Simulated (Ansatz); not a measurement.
## CO2

Method: PBE, scalar-relativistic; no spin polarisation; PAW, 420 eV, Γ-centred 10×10×10 mesh, 0.05 eV Gaussian smearing; code Ansatz; PAW files: Ansatz's generated set soft_2.

```yaml
crystal:
  lattice:
    - [-1.98241, 1.98241, 2.99137]
    - [1.98241, -1.98241, 2.99137]
    - [1.98241, 1.98241, -2.99137]
  atoms:
    - { symbol: C, position: [0.00000, 0.00000, 0.00000] }
    - { symbol: C, position: [0.75000, 0.25000, 0.50000] }
    - { symbol: O, position: [0.37500, 0.28931, 0.41431] }
    - { symbol: O, position: [0.71069, 0.12500, 0.08569] }
    - { symbol: O, position: [0.87500, 0.96069, 0.58569] }
    - { symbol: O, position: [0.03931, 0.62500, 0.91431] }
```

The chain of runs began from a measured cell (COD), expanded in volume. The relaxation kept the space group but changed the cell's proportions, one axis by 6 % at equal volume, so the results may not describe the measured structure.

The run above is the reference. The same cell was run again with other input settings; several of them aren't fit for production, so the rows show the settings' effect and aren't properties of the material.

| keys changed | outcome | ΔE (meV/atom) | P (GPa) | gap on the mesh (eV) | cell moment (μB) | largest force component (eV/Å) | SCF iterations | rough core-seconds | new warnings |
| --- | --- | --- | --- | --- | --- | --- | --- | --- | --- |
| none (reference) | converged | 0.0 | 0.0 | 7.71 | – | 0.000 | – | – | – |
| kpoints.mp_grid.shift: [0.5, 0.5, 0.5]; scf.occupations.method: "gaussian" → "cold"; scf.occupations.width: 0.05 → 0.005 | converged | 0.0 | 0.0 | 7.75 | – | 0.000 | 6 | 9 | – |
| scf.convergence.dr2_threshold: 1e-06; basis.ecutwfc: 420 → "14.7 Ry" | converged | 5058.1 | 5.8 | 7.51 | – | 0.322 | 7 | 5 | cutoff below recommended; force scf threshold loose; stress scf threshold loose |
| kpoints.mp_grid.shift: [0.5, 0.5, 0.5] | converged | 0.0 | 0.0 | 7.75 | – | 0.000 | 6 | 9 | – |
| scf.eigensolver.kind: "davidson"; basis.ecutwfc: 420 → "200 eV" | converged | 5059.0 | 5.8 | 7.51 | – | 0.322 | 7 | 9 | cutoff below recommended |
| hamiltonian.xc: "pbe" → "rpbe" | converged | – | 5.7 | 7.83 | – | 0.163 | 6 | 15 | – |
| scf.convergence.dr2_threshold: 1e-06 | converged | 0.0 | 0.0 | 7.71 | – | 0.000 | 6 | 15 | force scf threshold loose; stress scf threshold loose |
| accuracy: "low" | converged | 0.0 | 0.0 | 7.71 | – | 0.000 | 6 | 15 | – |

ΔE is the energy with the smearing extrapolated to zero. It is left out where the change alters the Hamiltonian or the spin treatment. The varied runs start from atomic densities (corrected by the program's trained start where that serves), with the default search for lower states unless a row changes it.

Q: What happens with these changes: scf.convergence.dr2_threshold: 0.0001; scf.occupations.method: "gaussian" → "fermi_dirac"; scf.mixing.algorithm: "anderson"; scf.mixing.beta: 0.1; scf.mixing.ndim: 8?

A: outcome converged, ΔE (meV/atom) 0.0, P (GPa) 0.0, gap on the mesh (eV) 7.70, largest force component (eV/Å) 0.003, SCF iterations 6, rough core-seconds 9, new warnings force scf threshold loose; stress scf threshold loose.

Q: What happens with these changes: kpoints.mp_grid.grid: [10, 10, 10] → [15, 15, 15]; kpoints.mp_grid.shift: [0.5, 0.5, 0.5]?

A: outcome converged, ΔE (meV/atom) 0.0, P (GPa) 0.0, gap on the mesh (eV) 7.73, largest force component (eV/Å) 0.000, SCF iterations 6, rough core-seconds 26.

Of the reference: Semilocal functionals underestimate band gaps, commonly by a third or more.
